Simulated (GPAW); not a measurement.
# Sr (Im-3m) in GPAW: settings compared, part 2 of 2

GPAW 26.7.0. Earlier steps stand in the parts before.

## (3) Phonons, PBEsol+D3(BJ)

Contents of run.py:

```python
import json
import numpy as np
from ase import Atoms
from ase.calculators.mixing import SumCalculator
from ase.constraints import FixSymmetry
from ase.filters import FrechetCellFilter
from ase.io import write
from ase.optimize import BFGS
from dftd3.ase import DFTD3
from phonopy import Phonopy
from phonopy.structure.atoms import PhonopyAtoms
from gpaw import GPAW, PW, setup_paths

setup_paths.insert(0, '.')

atoms = Atoms(['Sr'],
              cell=[[-2.435, 2.435, 2.435],
                    [2.435, -2.435, 2.435],
                    [2.435, 2.435, -2.435]],
              scaled_positions=[[0.0, 0.0, 0.0]],
              pbc=True)

calc = GPAW(mode=PW(510),
            xc='PBEsol',
            kpts={'size': (8, 8, 8), 'gamma': True},
            occupations={'name': 'fermi-dirac', 'width': 0.05},
            nbands=15,
            convergence={'density': 1e-06, 'eigenstates': 1e-09},
            eigensolver='ppcg',
            maxiter=60,
            txt='gpaw.txt')
atoms.calc = SumCalculator([calc, DFTD3(method='pbesol', damping='d3bj')])
atoms.set_constraint(FixSymmetry(atoms))
BFGS(FrechetCellFilter(atoms), trajectory='relax.traj', logfile='-').run(fmax=0.005, steps=40)
atoms.set_constraint()
energy = atoms.get_potential_energy()
forces = atoms.get_forces()
stress = atoms.get_stress()
calc.write('gs.gpw')
write('result.traj', atoms)
print('Cell:', atoms.cell.cellpar().round(4))
print(atoms.get_scaled_positions().round(5))

def force_constants(scale):
    unit = PhonopyAtoms(symbols=atoms.get_chemical_symbols(), cell=atoms.cell[:] * scale**(1 / 3),
                        scaled_positions=atoms.get_scaled_positions())
    ph = Phonopy(unit, supercell_matrix=np.diag([2, 2, 2]), primitive_matrix=np.eye(3), symprec=1e-4)
    ph.generate_displacements(distance=0.02)
    forces = []
    for i, sc in enumerate(ph.supercells_with_displacements):
        a = Atoms(sc.symbols, cell=sc.cell, scaled_positions=sc.scaled_positions, pbc=True)
        c = GPAW(mode=PW(510),
                 xc='PBEsol',
                 kpts={'size': (4, 4, 4), 'gamma': True},
                 occupations={'name': 'fermi-dirac', 'width': 0.05},
                 nbands=80,
                 convergence={'density': 1e-06, 'eigenstates': 1e-09},
                 eigensolver='ppcg',
                 maxiter=60,
                 txt=f'disp-{scale:.3f}-{i:02d}.txt')
        a.calc = SumCalculator([c, DFTD3(method='pbesol', damping='d3bj')])
        f = a.get_forces()
        forces.append(f - f.mean(axis=0))
        print(f'displacement {i}: drift', f.mean(axis=0).round(5), flush=True)
    ph.forces = forces
    ph.produce_force_constants()
    ph.symmetrize_force_constants()
    return ph

qpoints = [[0.0, 0.0, 0.0], [0.0, 0.0, 0.5], [0.0, 0.5, 0.0], [0.0, 0.5, 0.5], [0.5, 0.0, 0.0], [0.5, 0.0, 0.5], [0.5, 0.5, 0.0], [0.5, 0.5, 0.5]]
results = {}
for scale in [1.0]:
    ph = force_constants(scale)
    ph.run_qpoints(qpoints)
    nu = ph.qpoints.frequencies * 33.35641  # THz to cm^-1
    results[f'{scale:.3f}'] = nu.tolist()
    for qp, f in zip(qpoints, nu):
        print(scale, np.round(qp, 4), f.round(2))

path = atoms.cell.bandpath('GHNGPH,PN', npoints=60, eps=1e-4)
ph.run_qpoints(path.kpts)
results['path'] = (ph.qpoints.frequencies * 33.35641).tolist()
results['path_q'] = path.kpts.tolist()
x, ticks, names = path.get_linear_kpoint_axis()
results['axis'] = [x.tolist(), list(ticks), names]
ph.run_mesh([15, 15, 15], is_gamma_center=True)
ph.run_thermal_properties(temperatures=[0, 100, 200, 300, 500, 800], cutoff_frequency=0.05)
tp = ph.thermal_properties
results['thermal'] = [list(v) for v in (tp.temperatures, tp.free_energy, tp.entropy, tp.heat_capacity)]
for t, fv, s, cv in zip(*results['thermal']):
    print(f'{t:6.0f} K  F {fv:9.4f} kJ/mol  S {s:9.4f} J/K/mol  Cv {cv:9.4f} J/K/mol')
json.dump(results, open('phonons.json', 'w'))
```

Potentials or basis: PAW data sets generated in the run's folder for this functional, pw.

Run with:

```bash
$ gpaw-setup -f PBEsol Sr
$ OMP_NUM_THREADS=1 python run.py
```

gpaw.txt:

```text
__  _  _
 | _ |_)|_||  |
 |__||  | ||/\| - 26.7.0

Input parameters:
  mode=PW(ecut=510.0),
  convergence={'density': 1e-06, 'eigenstates': 1e-09},
  eigensolver=PPCG(niter=2, min_niter=1, max_buffer_mem=209715200, blocksize=None, rr_modulo=5, include_cg=True, promote_inner_dtype=False, tolerances=None),
  kpts=MonkhorstPack(size=(8, 8, 8), gamma=True),
  maxiter=60,
  nbands=15,
  occupations=Occupations(name='fermi-dirac', width=0.05),
  xc=XC(name='PBEsol')

Diagonalizing LCAO Hamiltonian
Converting LCAO to pw mode

       Sr

Atoms  # Å, Bohr magnetons
|   | symbol |        x |        y |        z |    initial magnetic moments |
|---|--------|----------|----------|----------|-----------------------------|
| 0 |     Sr | 0.000000 | 0.000000 | 0.000000 | ( 0.0000,  0.0000,  0.0000) |

Unit cell  # Å
| periodic |         x |         y |         z |  lengths |     angles |
|----------|-----------|-----------|-----------|----------|------------|
|      yes | -2.435000 |  2.435000 |  2.435000 | 4.217544 | 109.471221 |
|      yes |  2.435000 | -2.435000 |  2.435000 | 4.217544 | 109.471221 |
|      yes |  2.435000 |  2.435000 | -2.435000 | 4.217544 | 109.471221 |
[... 214 lines left out ...]
Stress tensor  # eV/Ang^3
|         x |         y |         z |
|-----------|-----------|-----------|
|  0.007718 | -0.000000 | -0.000000 |
| -0.000000 |  0.007718 | -0.000000 |
| -0.000000 | -0.000000 |  0.007718 |

Forces  # eV/Ang
|       x |        y |        z |
|---------|----------|----------|
| 0.00000 | -0.00000 | -0.00000 |  # Sr   0

Interpolating wave functions to new cell

       Sr

Atoms  # Å, Bohr magnetons
|   | symbol |        x |        y |        z |    initial magnetic moments |
|---|--------|----------|----------|----------|-----------------------------|
| 0 |     Sr | 0.000000 | 0.000000 | 0.000000 | ( 0.0000,  0.0000,  0.0000) |
[... 167 lines left out ...]
SCF iterations
|iter     | |      energy | eigst |  dens |
|---------|-|-------------|-------|-------|
|iter:   1| |   -1.891264 | -1.37 |       |
|iter:   2| |   -1.885568 | -3.68 | -1.66 |
|iter:   3| |   -1.857973 | -3.01 | -1.70 |
|iter:   4| |   -1.858643 | -4.60 | -2.59 |
|iter:   5| |   -1.859041c| -5.20 | -2.91 |
|iter:   6| |   -1.859041c| -7.19 | -3.97 |
|iter:   7| |   -1.859041c| -8.68 | -4.38 |
|iter:   8| |   -1.859041c| -9.15c| -5.62 |
|iter:   9| |   -1.859041c| -9.59c| -6.14c|

Converged in 9 steps
Energy contributions relative to reference atoms: (reference = -86444.585645)

Energy contributions:
  Kinetic:          -1.962277
  Coulomb:           3.344617
  Zero:             -0.145051
  External:          0.000000
  Xc:               -3.091970
  Entropy:          -0.008720
  Spinorbit:         0.000000
  ----------------------------
  Free energy:      -1.863401
  Extrapolated:     -1.859041
[... 10 lines left out ...]
|          3 |       -15.105 |     2.000 |
|          4 |        -0.265 |     2.000 |
|          5 |         5.716 |     0.000 |
|          6 |         5.716 |     0.000 |
|          7 |         5.716 |     0.000 |
|          8 |         7.028 |     0.000 |
|          9 |         7.028 |     0.000 |
|         10 |        11.267 |     0.000 |
|         11 |        11.267 |     0.000 |
|         12 |        11.267 |     0.000 |
|        ... |               |           |
|         14 |        15.319 |     0.000 |

No gap
No difference between direct/indirect transitions

Stress tensor  # eV/Ang^3
|         x |         y |        z |
|-----------|-----------|----------|
|  0.006230 | -0.000000 | 0.000000 |
| -0.000000 |  0.006230 | 0.000000 |
|  0.000000 |  0.000000 | 0.006230 |

Forces  # eV/Ang
|       x |        y |       z |
|---------|----------|---------|
| 0.00000 | -0.00000 | 0.00000 |  # Sr   0

Interpolating wave functions to new cell

       Sr

Atoms  # Å, Bohr magnetons
|   | symbol |        x |        y |        z |    initial magnetic moments |
|---|--------|----------|----------|----------|-----------------------------|
| 0 |     Sr | 0.000000 | 0.000000 | 0.000000 | ( 0.0000,  0.0000,  0.0000) |
[... 221 lines left out ...]
Stress tensor  # eV/Ang^3
|         x |         y |         z |
|-----------|-----------|-----------|
| -0.009275 |  0.000000 | -0.000000 |
|  0.000000 | -0.009275 |  0.000000 |
| -0.000000 |  0.000000 | -0.009275 |

Forces  # eV/Ang
|        x |        y |        z |
|----------|----------|----------|
| -0.00000 | -0.00000 | -0.00000 |  # Sr   0

Interpolating wave functions to new cell

       Sr

Atoms  # Å, Bohr magnetons
|   | symbol |        x |        y |        z |    initial magnetic moments |
|---|--------|----------|----------|----------|-----------------------------|
| 0 |     Sr | 0.000000 | 0.000000 | 0.000000 | ( 0.0000,  0.0000,  0.0000) |
[... 167 lines left out ...]
SCF iterations
|iter     | |      energy | eigst |  dens |
|---------|-|-------------|-------|-------|
|iter:   1| |   -1.921691 | -1.03 |       |
|iter:   2| |   -1.911850 | -3.34 | -1.54 |
|iter:   3| |   -1.863947 | -2.81 | -1.58 |
|iter:   4| |   -1.865082 | -4.45 | -2.46 |
|iter:   5| |   -1.865779c| -5.02 | -2.78 |
|iter:   6| |   -1.865779c| -7.05 | -3.94 |
|iter:   7| |   -1.865779c| -8.60 | -4.33 |
|iter:   8| |   -1.865779c| -9.09c| -5.56 |
|iter:   9| |   -1.865779c| -9.59c| -6.11c|

Converged in 9 steps
Energy contributions relative to reference atoms: (reference = -86444.585645)

Energy contributions:
  Kinetic:           0.432129
  Coulomb:           1.738662
  Zero:             -0.170486
  External:          0.000000
  Xc:               -3.862854
  Entropy:          -0.006459
  Spinorbit:         0.000000
  ----------------------------
  Free energy:      -1.869009
  Extrapolated:     -1.865779
[... 26 lines left out ...]
Stress tensor  # eV/Ang^3
|         x |         y |         z |
|-----------|-----------|-----------|
| -0.005342 | -0.000000 | -0.000000 |
| -0.000000 | -0.005342 |  0.000000 |
| -0.000000 |  0.000000 | -0.005342 |

Forces  # eV/Ang
|        x |        y |       z |
|----------|----------|---------|
| -0.00000 | -0.00000 | 0.00000 |  # Sr   0

Interpolating wave functions to new cell

       Sr

Atoms  # Å, Bohr magnetons
|   | symbol |        x |        y |        z |    initial magnetic moments |
|---|--------|----------|----------|----------|-----------------------------|
| 0 |     Sr | 0.000000 | 0.000000 | 0.000000 | ( 0.0000,  0.0000,  0.0000) |
[... 219 lines left out ...]
Stress tensor  # eV/Ang^3
|         x |         y |         z |
|-----------|-----------|-----------|
| -0.005698 | -0.000000 |  0.000000 |
| -0.000000 | -0.005698 | -0.000000 |
|  0.000000 | -0.000000 | -0.005698 |

Forces  # eV/Ang
|       x |        y |       z |
|---------|----------|---------|
| 0.00000 | -0.00000 | 0.00000 |  # Sr   0

# Writing to gs.gpw (mode='')
```

Run time: 5.4 min. Hardware: 1 thread of Arm Neoverse V2, shared host; peak memory 0.55 GiB.

Results:

```yaml
Free_energy: -2.1278 eV
Relaxed_volume: 48.12 Å³/atom
Relaxed_cell: a = 3.969 Å, b = 3.969 Å, c = 3.969 Å, α = 109.47°, β = 109.47°, γ = 109.47°
Space_group_after_relaxing_to_0.05_Å: Im-3m (No. 229)
Pressure_after_relaxing: 0.0 GPa
Band_gap_on_the_k_mesh: none (metal or under the smearing width)
Highest_phonon_frequency: 114 cm⁻¹
Dispersion_energy_per_atom: -0.260 eV
```

Final structure:
```
Sr
1.0
    -2.29129    2.29129    2.29129
     2.29129   -2.29129    2.29129
     2.29129    2.29129   -2.29129
Sr
1
Cartesian
  0.0000 0.0000 0.0000
```

Levels at points of the mesh, in eV from the Fermi level:
```tsv
k point	band 3	band 4	band 5	band 6	band 7	band 8
(0.00, 0.00, 0.00)	-18.07	-18.07	-3.80	2.60	2.60	2.60
(0.50, 0.50, 0.00)	-18.17	-18.07	-1.03	0.49	1.28	3.96
(0.50, 0.50, 0.50)	-18.29	-18.29	-0.24	-0.24	4.19	4.19
```

Phonon frequencies in cm⁻¹ (negative: imaginary):
| q point | frequencies |
| --- | --- |
| (0.000, 0.000, 0.000) | 0 0 0 |
| (0.000, 0.000, 0.500) | 29 81 112 |
| (0.000, 0.500, 0.000) | 29 81 112 |
| (0.000, 0.500, 0.500) | 29 81 112 |
| (0.500, 0.000, 0.000) | 29 81 112 |
| (0.500, 0.000, 0.500) | 29 81 112 |
| (0.500, 0.500, 0.000) | 29 81 112 |
| (0.500, 0.500, 0.500) | 114 114 114 |

Caveat: the cutoff is short for stress and forces, so pressures can be off by a GPa or more; phonon bands are interpolated from a small supercell; the volume moved by over 15 % at a fixed basis, so the end points are rough; pairwise dispersion overbinds metals, which lowers pressure and volume.
